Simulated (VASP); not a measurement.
# Al2O3 (P-6m2) in VASP: notebook

One crystal, Al2O3, is run at these levels: PBE+D3(BJ); tasks: single point.

All numbers are computed with VASP 6.6.1; they aren't measurements. Logs are shortened: lines on timing, memory, paths and dates and some standing lists are left out, and cuts for length are marked.

## Step 1: The cell of the first run

It takes space group P-6m2 (No. 187, hexagonal). The conventional cell has a = 2.867 Å, b = 2.867 Å, c = 7.296 Å, α = 90.00°, β = 90.00°, γ = 120.00°. Al (site symmetry 3m) is surrounded by 3 O at 1.85 Å. Around O (site symmetry 3m) lie 3 Al at 1.85 Å. Around O (site symmetry -6m2) lie 6 Al at 2.16 Å.

Measurements of this composition are mostly on another form, of space group No. 167.

## Step 2: Single point, PBE+D3(BJ)

INCAR reads:

```
SYSTEM = Al2O3
  PREC = Accurate
  ENCUT = 520
  EDIFF = 1E-6
  ISMEAR = 0
  SIGMA = 0.05
  LREAL = .FALSE.
  LASPH = .TRUE.
  NELM = 100
  ALGO = Normal
  ISIF = 2
  LWAVE = .FALSE.
  LCHARG = .TRUE.
  GGA = PE
  IVDW = 12
  LELF = .TRUE.
  LVHAR = .TRUE.
  NBANDS = 20
```

KPOINTS reads:

```
Automatic mesh
0
G
  9 9 4
  0 0 0
```

POSCAR reads:

```
Al2O3
1.0
    2.8672039189      0.0000000000      0.0000000000
   -1.4336019595      2.4830714316      0.0000000000
    0.0000000000      0.0000000000      7.2962596973
Al O
2 3
Direct
    0.0000000000      0.0000000000      0.1907358529
    0.0000000000      0.0000000000      0.8092641471
    0.3333333333      0.6666666667      0.3046509742
    0.6666666667      0.3333333333      0.0000000000
    0.3333333333      0.6666666667      0.6953490258
```

Potentials or basis: VASP PAW PBE potentials, release 64 (Al, O).

Command:

```bash
> cat potpaw_PBE.64/Al/POTCAR potpaw_PBE.64/O/POTCAR > POTCAR
> mpirun -np 1 vasp_std > vasp.out
```

OUTCAR:

```text
SYSTEM = Al2O3
   PREC = Accurate
   ENCUT = 520
   EDIFF = 1E-6
   ISMEAR = 0
   LREAL = .FALSE.
   LASPH = .TRUE.
   NELM = 100
   ISIF = 2
   GGA = PE
   IVDW = 12
 IVDW          = 12

 ion  position               nearest neighbor table
   1  0.000  0.000  0.191-   3 1.85   3 1.85   3 1.85   4 2.16   4 2.16   4 2.16   2 2.78
   2  0.000  0.000  0.809-   5 1.85   5 1.85   5 1.85   4 2.16   4 2.16   4 2.16   1 2.78
   3  0.333  0.667  0.305-   1 1.85   1 1.85   1 1.85
   4  0.667  0.333  0.000-   1 2.16   2 2.16   1 2.16   2 2.16   1 2.16   2 2.16
   5  0.333  0.667  0.695-   2 1.85   2 1.85   2 1.85

  LATTYP: Found a hexagonal cell.
 ALAT       =     2.8672039189
 C/A-ratio  =     2.5447299542

  Lattice vectors:

 A1 = (   2.8672039189,   0.0000000000,   0.0000000000)
 A2 = (  -1.4336019595,   2.4830714316,   0.0000000000)
 A3 = (   0.0000000000,   0.0000000000,   7.2962596973)

Analysis of symmetry for initial positions (statically):
=====================================================================
 Subroutine PRICEL returns:
 Original cell was already a primitive cell.

 Routine SETGRP: Setting up the symmetry group for a
 hexagonal supercell.

 Subroutine GETGRP returns: Found 12 space group operations
 (whereof 12 operations were pure point group operations)
 out of a pool of 24 trial point group operations.

The static configuration has the point symmetry D_3h.

Analysis of symmetry for dynamics (positions and initial velocities):
=====================================================================
 Subroutine PRICEL returns:
 Original cell was already a primitive cell.

 Routine SETGRP: Setting up the symmetry group for a
 hexagonal supercell.

 Subroutine GETGRP returns: Found 12 space group operations
 (whereof 12 operations were pure point group operations)
 out of a pool of 24 trial point group operations.

The dynamic configuration has the point symmetry D_3h.

 Subroutine INISYM returns: Found 12 space group operations
 (whereof 12 operations are pure point group operations),
 and found     1 'primitive' translations

----------------------------------------------------------------------------------------

                                     Primitive cell

  volume of cell :      51.9455

  direct lattice vectors                    reciprocal lattice vectors
     2.867203919  0.000000000  0.000000000     0.348771845  0.201363518  0.000000000
    -1.433601960  2.483071432  0.000000000     0.000000000  0.402727037  0.000000000
     0.000000000  0.000000000  7.296259697     0.000000000  0.000000000  0.137056525

  length of vectors
     2.867203919  2.867203919  7.296259697     0.402727037  0.402727037  0.137056525

  position of ions in fractional coordinates (direct lattice)
     0.000000000  0.000000000  0.190735853
     0.000000000  0.000000000  0.809264147
     0.333333333  0.666666667  0.304650974
     0.666666667  0.333333333  0.000000000
     0.333333333  0.666666667  0.695349026

  ion indices of the primitive-cell ions
   primitive index   ion index
                 1           1
                 2           2
                 3           3
                 4           4
                 5           5

----------------------------------------------------------------------------------------

 KPOINTS: Automatic mesh

Automatic generation of k-mesh.
 Grid dimensions read from file:
 generate k-points for:    9    9    4

 Generating k-lattice:

  Cartesian coordinates                     Fractional coordinates (reciprocal lattice)
     0.038752427  0.022373724  0.000000000     0.111111111  0.000000000  0.000000000
     0.000000000  0.044747449  0.000000000     0.000000000  0.111111111  0.000000000
     0.000000000  0.000000000  0.034264131     0.000000000  0.000000000  0.250000000

  Length of vectors
     0.044747449  0.044747449  0.034264131

  Shift w.r.t. Gamma in fractional coordinates (k-lattice)
     0.000000000  0.000000000  0.000000000

 Subroutine IBZKPT returns following result:
 ===========================================

 Found     36 irreducible k-points:

 Following reciprocal coordinates:
            Coordinates               Weight
  0.000000  0.000000  0.000000      1.000000
  0.111111  0.000000  0.000000      6.000000
  0.222222  0.000000  0.000000      6.000000
  0.333333 -0.000000  0.000000      6.000000
  0.444444  0.000000  0.000000      6.000000
  0.111111  0.111111  0.000000      6.000000
[... 16 lines left out ...]
  0.333333  0.222222  0.250000     24.000000
  0.333333  0.333333  0.250000      4.000000
 [... further k-points ...]
   k-points           NKPTS =     36   k-points in BZ     NKDIM =     36   number of bands    NBANDS=     20
   number of dos      NEDOS =    301   number of ions     NIONS =      5
   total plane-waves  NPLWV =  31104
   dimension x,y,z NGX =    24 NGY =   24 NGZ =   54
   dimension x,y,z NGXF=    48 NGYF=   48 NGZF=  108
   ions per type =               2   3
   NGX,Y,Z   is equivalent  to a cutoff of  13.92, 13.92, 12.30 a.u.
   NGXF,Y,Z  is equivalent  to a cutoff of  27.83, 27.83, 24.61 a.u.
 SYSTEM =  Al2O3
   PREC   = accura    normal or accurate (medium, high low for compatibility)
   ISTART =      0    job   : 0-new  1-cont  2-samecut
   ICHARG =      2    charge: 1-file 2-atom 10-const
   ISPIN  =      1    spin polarized calculation?
   LNONCOLLINEAR =      F non collinear calculations
   LSORBIT =      F    spin-orbit coupling
   LASPH  =      T    aspherical Exc in radial PAW
   ENCUT  =  520.0 eV  38.22 Ry    6.18 a.u.   5.33  5.33 13.57*2*pi/ulx,y,z
   NELM   =    100;   NELMIN=  2; NELMDL= -5     # of ELM steps
   EDIFF  = 0.1E-05   stopping-criterion for ELM
   LREAL  =      F    real-space projection
   EDIFFG = 0.1E-04   stopping-criterion for IOM
   NSW    =      0    number of steps for IOM
   IBRION =     -1    ionic relax: 0-MD 1-quasi-New 2-CG
   NFREE  =      0    steps in history (QN), initial steepest desc. (CG)
   ISIF   =      2    stress and relaxation
   ISYM   =      2    0-nonsym 1-usesym 2-fastsym
   POTIM  = 0.5000    time-step for ionic-motion
   TEBEG  =    0.0;   TEEND  =   0.0 temperature during run
   PSTRESS=    0.0 pullay stress
   NELECT =      24.0000    total number of electrons
   NUPDOWN=      -1.0000    fix difference up-down
   EMIN   =  10.00;   EMAX   =-10.00  energy-range for DOS
   EFERMI =   0.00;   METHOD = LEGACY
   ISMEAR =     0;   SIGMA  =   0.05  broadening in eV -4-tet -1-fermi 0-gaus
   EFERMI_NEDOS =   21; number of points for ismear=-14 and -15
   IALGO  =     38    algorithm
   IMIX   =      4    mixing-type and parameters
     AMIX     =   0.40;   BMIX     =  1.00
     AMIX_MAG =   1.60;   BMIX_MAG =  1.00
  volume/ion in A,a.u.               =      10.39        70.11
  Fermi-wavevector in a.u.,A,eV,Ry     =   1.265598  2.391634 21.792983  1.601739
  Thomas-Fermi vector in A             =   2.398843
   LORBIT       =      0    0 simple, 1 ext, 2 COOP (PROOUT), +10 PAW based schemes
   GGA     = PE    functional components
   LHFCALC =     F    Hartree Fock is set to
   AEXX    =    0.0000 exact exchange contribution
   IVDW    =    12    specifies the selected vdW correction
   LEPSILON=     F    determine dielectric tensor
   LRPA    =     F    only Hartree local field effects (RPA)
 non-spin polarized calculation
 Gauss-broadening in eV      SIGMA  =   0.05
  energy-cutoff  :      520.00
  volume of cell :       51.95
 maximum number of plane-waves:      1419
 NGX is ok and might be reduce to    24
   NGX = 11   NGY = 11   NGZ = 27

 number of electron      23.9999987 magnetization

 Free energy of the ion-electron system (eV)
  ---------------------------------------------------
  ext. energy  EPLUGINS =         0.00000000
  ---------------------------------------------------
  free energy    TOTEN  =       -35.94678888 eV

  energy without entropy =      -35.94678888  energy(sigma->0) =      -35.94678888

 E-fermi :   4.1273     XC(G=0): -10.4589

 val. band max:        3.8978117400   @ k =   0.3333   0.3333   0.5000
 cond. band min:       7.5994816274   @ k =   0.0000   0.0000   0.0000
 fundamental gap:      3.7016698873
 Fermi energy:         4.1272656920

 k-point     1 :       0.0000    0.0000    0.0000
  band No.  band energies     occupation
      1     -15.4172      2.00000
      2     -13.4816      2.00000
      3     -13.0244      2.00000
      4      -1.9804      2.00000
      5       1.1445      2.00000
      6       1.9337      2.00000
[... 12 lines left out ...]
     19      18.0414      0.00000
     20      18.8638      0.00000

 k-point     2 :       0.1111    0.0000    0.0000
  band No.  band energies     occupation
      1     -15.2752      2.00000
      2     -13.3675      2.00000
      3     -12.9511      2.00000
      4      -1.8838      2.00000
      5       0.6701      2.00000
      6       1.7953      2.00000
[... 12 lines left out ...]
     19      18.0504      0.00000
     20      18.3248      0.00000

 k-point     3 :       0.2222    0.0000    0.0000
  band No.  band energies     occupation
      1     -14.8857      2.00000
      2     -13.0625      2.00000
      3     -12.7651      2.00000
      4      -1.6812      2.00000
      5      -0.6239      2.00000
      6       1.2829      2.00000
[... 12 lines left out ...]
     19      17.5802      0.00000
     20      18.8164      0.00000

 k-point     4 :       0.3333   -0.0000    0.0000
  band No.  band energies     occupation
      1     -14.3713      2.00000
      2     -12.6822      2.00000
      3     -12.5630      2.00000
      4      -1.9594      2.00000
      5      -1.6486      2.00000
      6       0.1707      2.00000
[... 429 lines left out ...]
 k-point    23 :       0.3333    0.2222    0.2500
  band No.  band energies     occupation
      1     -13.8172      2.00000
      2     -12.3833      2.00000
      3     -12.2932      2.00000
      4      -2.3874      2.00000
      5      -1.5296      2.00000
      6      -0.6777      2.00000
[... 12 lines left out ...]
     19      16.7708      0.00000
     20      18.0308      0.00000

 k-point    24 :       0.3333    0.3333    0.2500
  band No.  band energies     occupation
      1     -13.7118      2.00000
      2     -12.3285      2.00000
      3     -12.2371      2.00000
      4      -2.2214      2.00000
      5      -1.3258      2.00000
      6      -1.1664      2.00000
[... 12 lines left out ...]
     19      16.7883      0.00000
     20      18.1469      0.00000

 [... further k-points ...]

------------------------ aborting loop because EDIFF is reached ----------------------------------------

 Edisp (eV)   -0.96860

 E8    (eV) :    -0.3660

  FORCE on cell =-STRESS in cart. coord.  units (eV):
  Direction    XX          YY          ZZ          XY          YZ          ZX
  --------------------------------------------------------------------------------------
  -------------------------------------------------------------------------------------
  Total      -2.55620    -2.55620    -4.14332     0.00000     0.00000     0.00000
  in kB     -78.84206   -78.84206  -127.79428     0.00000     0.00000     0.00000
  external pressure =      -95.16 kB  Pullay stress =        0.00 kB

 VOLUME and BASIS-vectors are now :
 -----------------------------------------------------------------------------
  energy-cutoff  :      520.00
  volume of cell :       51.95
      direct lattice vectors                 reciprocal lattice vectors
     2.867203919  0.000000000  0.000000000     0.348771845  0.201363518  0.000000000
    -1.433601960  2.483071432  0.000000000     0.000000000  0.402727037  0.000000000
     0.000000000  0.000000000  7.296259697     0.000000000  0.000000000  0.137056525

 POSITION                                       TOTAL-FORCE (eV/Angst)
 -----------------------------------------------------------------------------------
      0.00000      0.00000      1.39166        -0.000000      0.000000      2.386504
      0.00000      0.00000      5.90460         0.000000      0.000000     -2.386504
     -0.00000      1.65538      2.22281         0.000000     -0.000000     -2.602251
      1.43360      0.82769      0.00000        -0.000000      0.000000     -0.000000
     -0.00000      1.65538      5.07345         0.000000     -0.000000      2.602251
 -----------------------------------------------------------------------------------
    total drift:                                0.000000     -0.000000      0.000000

  FREE ENERGIE OF THE ION-ELECTRON SYSTEM (eV)
  ---------------------------------------------------
  free  energy   TOTEN  =       -36.9153892466 eV

  energy  without entropy=      -36.9153892466  energy(sigma->0) =      -36.91538925
```

Run time: 28 s. Hardware: 1 thread of Intel Xeon Platinum 8488C (Sapphire Rapids), shared host; peak memory 0.19 GiB.

Results:

```
Free energy                : -36.9154 eV
Pressure                   : -9.5 GPa
Largest force              : 2.602 eV/Å
Band gap on the k mesh     : 3.70 eV, indirect (least direct gap 3.78 eV)
Dispersion energy per atom : -0.194 eV
```

Forces in eV/Å, atoms in the order of the input:
```
Al   0.000  0.000  2.387
Al   0.000  0.000 -2.387
O    0.000  0.000 -2.602
O    0.000  0.000  0.000
O    0.000  0.000  2.602
```

Levels at points of the mesh, in eV from the valence-band top:
```
           k point  band 9  band 10  band 11  band 12  band 13  band 14  band 15  band 16
(0.00, 0.00, 0.00)   -0.66    -0.62    -0.62    -0.07     3.70     7.37     8.00    12.43
(0.00, 0.00, 0.50)   -0.71    -0.71    -0.57    -0.57     4.17     7.12     7.95    11.93
```

Caveat: an odd mesh through Γ misses points on the zone boundary, where band edges often lie; forces of over 1 eV/Å show positions far from the minimum, so gaps and moduli don't describe the material at rest.

## Step 3: Single point, PBE+D3(BJ)

INCAR reads:

```
SYSTEM = Al2O3
PREC = Accurate
ENCUT = 520
EDIFF = 1E-7
ISMEAR = 0
SIGMA = 0.05
LREAL = .FALSE.
LASPH = .TRUE.
NELM = 100
ALGO = Normal
ISIF = 2
LWAVE = .FALSE.
LCHARG = .TRUE.
GGA = PE
IVDW = 12
LELF = .TRUE.
LVHAR = .TRUE.
NBANDS = 20
```

KPOINTS reads:

```
regular mesh
0
G
  9 9 4
  0 0 0
```

POSCAR, as its differences from that of step 2:

```diff
@@ -10,4 +10,4 @@
     0.0000000000      0.0000000000      0.8092641471
-    0.3333333333      0.6666666667      0.3046509742
+    0.3333333333      0.6666666667      0.2703868429
     0.6666666667      0.3333333333      0.0000000000
-    0.3333333333      0.6666666667      0.6953490258
+    0.3333333333      0.6666666667      0.7296131571
```

Potentials or basis: VASP PAW PBE potentials, release 64 (Al, O).

Command:

```bash
> cat potpaw_PBE.64/Al/POTCAR potpaw_PBE.64/O/POTCAR > POTCAR
> mpirun -np 1 vasp_std > vasp.out
```

Wall time 41 s (1 thread of Intel Xeon Platinum 8488C (Sapphire Rapids), shared host); peak memory 0.19 GiB.

It converged, with:

| Item | Value |
| --- | --- |
| Free energy | -37.1420 eV |
| Pressure | 7.8 GPa |
| Largest force | 1.769 eV/Å |
| Band gap on the k mesh | 4.84 eV, indirect (least direct gap 5.04 eV) |
| Dispersion energy per atom | -0.195 eV |

Forces in eV/Å, atoms in the order of the input:
```
Al   0.000  0.000 -1.569
Al   0.000  0.000  1.569
O    0.000  0.000  1.769
O    0.000  0.000  0.000
O    0.000  0.000 -1.769
```

Stress tensor (GPa, compression positive):
```
8.22 0.00 0.00
0.00 8.22 0.00
0.00 0.00 7.03
```

Levels at points of the mesh, in eV from the valence-band top:
| k point | band 9 | band 10 | band 11 | band 12 | band 13 | band 14 | band 15 | band 16 |
| --- | --- | --- | --- | --- | --- | --- | --- | --- |
| (0.00, 0.00, 0.00) | -2.01 | -0.46 | -0.46 | -0.20 | 4.84 | 7.53 | 8.33 | 11.00 |
| (0.00, 0.00, 0.50) | -2.03 | -0.77 | -0.46 | -0.46 | 5.51 | 6.82 | 8.21 | 11.69 |

Caveat: an odd mesh through Γ misses points on the zone boundary, where band edges often lie; forces of over 1 eV/Å show positions far from the minimum, so gaps and moduli don't describe the material at rest.
